Silicon crystals with cell and atoms relaxed in Ansatz 0.2.0, using the PBE functional without dispersion correction, scalar-relativistic PAW, a plane-wave cutoff of 420 eV and no spin polarization. Energies are given relative to the standard state of silicon and to the hull of computed phases.

```csv
system,space group,volume (Å³/atom),shortest distance (Å),energy over elements (eV/atom),energy over hull (eV/atom)
Si (R-3m),R-3m,20.44,2.37,0.004,0.004
Si (P6_122),P6_122,22.19,2.37,0.052,0.052
Si (Ccce),Ccce,18.20,2.39,0.275,0.275
Si (P-4n2),P-4n2,16.34,2.38,0.366,0.366
Si (I4_122),I4_122,18.03,2.40,0.371,0.371
Si (P42_12),P42_12,21.71,2.37,0.405,0.406
Si (Cmmm),Cmmm,23.99,2.29,0.444,0.444
Si (P-6m2),P-6m2,18.76,2.41,0.448,0.449
Si (Pbcm),Pbcm,16.90,2.47,0.456,0.456
Si (I2_13),I2_13,20.63,2.39,0.657,0.658
```

Each row is silicon in a different crystal structure, named by its space group. The energy over hull is the energy per atom above the lowest form of silicon computed in the same way. Because only one element is present, the energy over elements has nearly the same zero, and the two columns differ by at most 0.001 eV/atom. The energies come from a standard gradient-corrected density functional.

### Normal distances, abnormal energies

Silicon likes four bonds, and in its diamond form these are all alike and point to the corners of a tetrahedron. This suggests a simple test for an unfamiliar structure: if its atoms sit at the usual bond length and have the usual room, its energy should be close to that of diamond. R-3m and P6_122 pass. R-3m is diamond with its layers stacked in another order, and its 0.004 eV/atom is too small to tell it from the reference. P6_122 is a different network, yet it costs only 0.052 eV/atom.

I2_13 breaks the pattern. Its volume is within 1 % of that of R-3m and its shortest distance is only 0.02 Å longer, but it is the highest row of the table, 0.65 eV/atom above R-3m. P42_12 does the same beside P6_122: the shortest distances agree, the volumes differ by about 2 %, and the energy is 0.35 eV/atom higher. Neither the shortest distance nor the density accounts for gaps of this size. Some of the other bonds may be longer, since the table gives only the shortest.

### How large the breaks are

A smooth expectation can be drawn through the two well-behaved structures, R-3m and P6_122, which are also the only ones with a band gap. It is a straight line of energy against volume, fixed by these two points and therefore not tested by them. I2_13 and P42_12 play no part in it. For I2_13 the line gives

$$E_{\text{line}} = 0.004 + \frac{20.63-20.44}{22.19-20.44}\,(0.052-0.004) \approx 0.009\ \text{eV/atom}.$$

The calculated value is 0.658 eV/atom, so the break is about 0.65 eV/atom. The same step for P42_12 leaves a break of about 0.37 eV/atom. Both are far above the roughly 4 meV/atom to which the energies of metallic cells can be trusted. The line serves only as a baseline; the differences between the matched pairs tell the same story without it. The printed output after this text lists these comparisons.

### Small rings bend the bonds

What bond length and volume leave out is the angle between bonds. The four bonding orbitals of a silicon atom point about 109° apart. If two neighbours are forced closer together than that, the orbitals no longer point along the lines between the atoms. They overlap less well, and the bond is weaker although its length is normal.

The networks from which the relaxations started show where such bending must occur. An atom with four neighbours, each with three further bonds, has at most $4\times3=12$ second neighbours. If two of its neighbours are bonded to each other, the three atoms form a triangle and two second neighbours are lost. If two neighbours share a second neighbour, the ring has four members and one is lost.

The count is printed for one kind of atom in each network. R-3m and P6_122 start with the full 12, P42_12 with 11 and I2_13 with 10. The energies of these four open structures rise as the count falls. Where it is 12, the smallest ring through the atom has at least five members, and a five-membered ring can keep its angles close to the tetrahedral one. A triangle of equal sides has angles of 60°, and a four-membered ring can't average more than 90°. This is why the trouble begins with rings of four and not gradually with ring size.

The count also shows how much energy each ring would have to carry. In I2_13 all atoms are equivalent, so each belongs most simply either to one triangle or to two four-membered rings. A triangle is shared by three atoms, which puts $3\times0.65\approx1.9$ eV on each ring; in the other case it is $2\times0.65=1.3$ eV. The triangle is the expected case, with a threefold axis of the space group running through it. These figures charge the whole excess to the rings, so they are shares and not measured strains. For P42_12 the symmetry says more. A fourfold axis is expected to run through its four-membered ring, which makes the ring a flat square with angles of exactly 90°. With two such rings among ten atoms, the whole excess would put about 1.8 eV on each square, nearly as much as on a triangle, although 90° is a far milder bend than 60°. The square alone is therefore unlikely to carry the break, and other angles of the network, also at the atoms outside the rings, are expected to carry much of it. Bent bonds are thus the likely cause of both breaks, with the small ring as their marker, but not a proven one: the rings were counted in the starting networks, and the printed data don't fix the remaining angles.

### Strained is not the same as metallic

Both structures that break the pattern come out without a band gap, so it is tempting to blame their energy on metallic character. The size of the band overlap alone doesn't set the energy. It measures how far the band that would be filled in a semiconductor reaches above the bottom of the next one. The overlap is about 1.0 eV in I2_13 but 3.9 eV in P-4n2, which nevertheless lies 0.29 eV/atom lower. This sets an open network against a dense one, though. Among the four open networks with four bonds per atom, the loss of the gap and the high energy come together, and the table can't separate them.

Bent bonds offer a reading that fits both facts. Poorer overlap of the orbitals raises the bonding levels and lowers the antibonding ones, so the gap shrinks and may close while the bonds remain recognisable. In P42_12 the bands overlap by less than 0.4 eV. The functional is known to make gaps too small, so this structure may in truth be a semiconductor.

### Dense cells can pay in another way

The five structures below 20 Å³/atom are all metallic, and their energies lie within 0.18 eV/atom of one another. The five above that volume spread over 0.65 eV/atom and include both the lowest and the highest row. Density is therefore a poor guide to energy in this set: an open cell may be nearly as good as diamond or worse than any dense one.

The dense cells reach their density in two ways. Ccce and I4_122 keep four bonds per atom but fold the network more tightly, as shown below. In the other three, atoms have, or started with, more than four close neighbours. In P-4n2, for example, the short cell edge gives every atom two neighbours at about 2.6 Å, while the shortest distance is 2.38 Å. Bonding is then spread over more contacts, and the exact angle between any two of them probably matters less. In an open network with four bonds per atom, everything rests on those four, which can be nearly perfect or badly bent. The functional tends to place dense metallic silicon too low against diamond, so the true cost of these more crowded structures is probably somewhat higher.

Tin shows the other side of this balance. Its directional bonds are weaker, and its dense metallic form lies very close in energy to its diamond form. In silicon the tetrahedral arrangement has a clear lead.

### Where counting rings falls short

A full second shell is not enough for a low energy. Ccce and I4_122 also start with four bonds and 12 second neighbours, yet they lie at 0.275 and 0.371 eV/atom. Their volumes of about 18 Å³/atom give a warning: at a normal bond length, a denser network must bring atoms that are not bonded closer together, which usually bends the angles. Here the angles can be worked out, because symmetry leaves only one atomic coordinate free in each cell and the shortest distance narrows it down, more tightly in Ccce than in I4_122. Neither structure has a ring of three or four atoms, yet the angles are far from tetrahedral.

The angles also suggest why the two differ by about 0.1 eV/atom, although they agree in volume to about 1 % and in shortest distance to 0.01 Å. In Ccce the angles run from about 90° to about 130°. In I4_122 two thirds of the atoms have a pair of bonds that is almost straight, at about 170°, and tetrahedral orbitals serve such a pair badly. Bending can thus be severe even where no small ring forces it.

Cmmm has a further handicap. Some of its atoms start with three neighbours instead of four. Its shortest distance, 2.29 Å, is the smallest in the table, as is usual when fewer bonds share the electrons, but its energy is still 0.444 eV/atom. The shorter bond doesn't make up for the missing one, and small rings are expected to add to the cost. Symmetry pairs each three-bonded atom with another of its kind and gives it two four-bonded neighbours, which allows 8 second neighbours; the count of 7 means that it lies in a four-membered ring.

### Judging another silicon network

For a network in which every atom has four bonds, two questions sort the six examples here. Does each atom have 12 second neighbours, and does the relaxed cell keep about the volume of diamond or more? The two structures that pass both lie within about 0.05 eV/atom of the reference; the four that fail one of them lie at least 0.27 eV/atom above it. The shortest distance would not have separated them, since it stays between 2.37 and 2.40 Å in all six. Six cases support a first sieve, not a law. Where the atomic positions are at hand, the bond angles should be the more direct test.

A low energy is also not a promise that a structure can be made or will last. P6_122 would still release energy on turning into diamond, and how long it survives depends on the barrier in between, which was not calculated. The relaxations kept the symmetry of the start, so any of these cells might slide downhill once that symmetry is broken. For the strained networks in particular, the energies show what the arrangement costs, not whether it would hold together.

Printed output of the fit:

```
Starting nets and band gaps:
          row  first shell  second shell  gap or overlap in eV
    Si (R-3m)            4            12                  0.56
  Si (P6_122)            4            12                  1.51
    Si (Ccce)            4            12                 -0.88
   Si (P-4n2)            3             8                 -3.91
  Si (I4_122)            4            12                 -2.38
  Si (P42_12)            4            11                 -0.36
    Si (Cmmm)            3             7                 -3.19
   Si (P-6m2)            4            16                 -4.09
    Si (Pbcm)            6            20                  -2.4
   Si (I2_13)            4            10                 -1.01
Volume of I2_13 over that of R-3m, per cent: 0.9295
Shortest distance, I2_13 less R-3m, in Å: 0.02
Energy, I2_13 less R-3m, in eV/atom: 0.654
Line through the two gapped cells at the volume of I2_13, in eV/atom: 0.009211
Excess of I2_13 over that line, in eV/atom: 0.6488
Volume of P42_12 over that of P6_122, per cent: -2.163
Shortest distance, P42_12 less P6_122, in Å: 0
Energy, P42_12 less P6_122, in eV/atom: 0.354
Line through the two gapped cells at the volume of P42_12, in eV/atom: 0.03883
Excess of P42_12 over that line, in eV/atom: 0.3672
Excess of I2_13 per ring if each atom is in one triangle, in eV: 1.946
Excess of I2_13 per ring if each atom is in two four-rings, in eV: 1.298
Number of cells above 20 Å³/atom: 5
Energy span of the cells above 20 Å³/atom, in eV/atom: 0.654
Energy span of the cells below 20 Å³/atom, in eV/atom: 0.181
Energy, I4_122 less Ccce, in eV/atom: 0.096
Energy, I4_122 less P-4n2, in eV/atom: 0.005
Energy, P-6m2 less Cmmm, in eV/atom: 0.005
Shortest distance, Cmmm less R-3m, in Å: -0.08
Largest difference between the two energy columns, in eV/atom: 0.001
```
